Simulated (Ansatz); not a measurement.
# Si, 2 atoms: a relaxation on CPU cores

Wanted: to move Si in a cell of 2 atoms to a minimum of the energy; the run's time is noted too.

Method: DFT, PBE, PAW hard, scalar-relativistic, in Ansatz 0.2 development build.

## Step 1: The starting structure

It takes space group C2/m (No. 12, monoclinic). Conventional cell: a = 6.652 Å, b = 3.840 Å, c = 3.840 Å, α = 90.00°, β = 125.26°, γ = 90.00°. Si (site symmetry m) has 4 Si at 2.29 to 2.38 Å as nearest neighbours.

Cell or atoms stand a little off a more symmetric structure (Fd-3m at a tolerance of 0.3 Å), so results at this geometry aren't those of that ideal crystal.

Structure file:

```
Si
1.0
     0.00000    2.71550    2.71550
     2.71550    0.00000    2.71550
     2.71550    2.71550    0.00000
Si
2
Direct
  0.00000 0.00000 0.00000
  0.27000 0.25000 0.24000
```

## Step 2: The run

input.yaml reads:

```yaml
crystal:
  lattice:
    - [0, 2.7155, 2.7155]
    - [2.7155, 0, 2.7155]
    - [2.7155, 2.7155, 0]
  atoms:
    - { symbol: Si, position: [0, 0, 0] }
    - { symbol: Si, position: [0.27, 0.25, 0.24] }
kpoints:
  mp_grid: { grid: [6, 6, 6] }
hamiltonian:
  xc: pbe
  pseudopotentials: { kind: paw }
magnetization:
  spin_polarized: false
scf:
  occupations: { method: fixed }
output:
  forces: true
  stress: false
relax:
  max_steps: 20
```

The run is started by

```sh
> ansatz run input.yaml --threads 16 --backend cpu --events-out ev
```

**Question.** What will these runs give? Wanted: free energy; electrons solved for; SCF passes in all; gap on the k mesh; largest force; energy from the first step to the last.

The runs gave:

```
                              quantity                                                        value
        time per pass of the first SCF                                                      0.022 s
                           free energy                            -1271.4307 eV (-635.7154 eV/atom)
                  electrons solved for                                                            8
                     SCF passes in all                                                           15
                     gap on the k mesh                                                      0.71 eV
                         largest force                                                   0.008 eV/Å
energy from the first step to the last                                               -15.9 meV/atom
                             wall time  0.63 s (16 threads of Arm Neoverse V2 (Grace), shared host)
```

In words: The largest share of the engine's clock (64 %) was the work after the first SCF. The largest force went from 0.769 to 0.006 eV/Å over 4 steps.
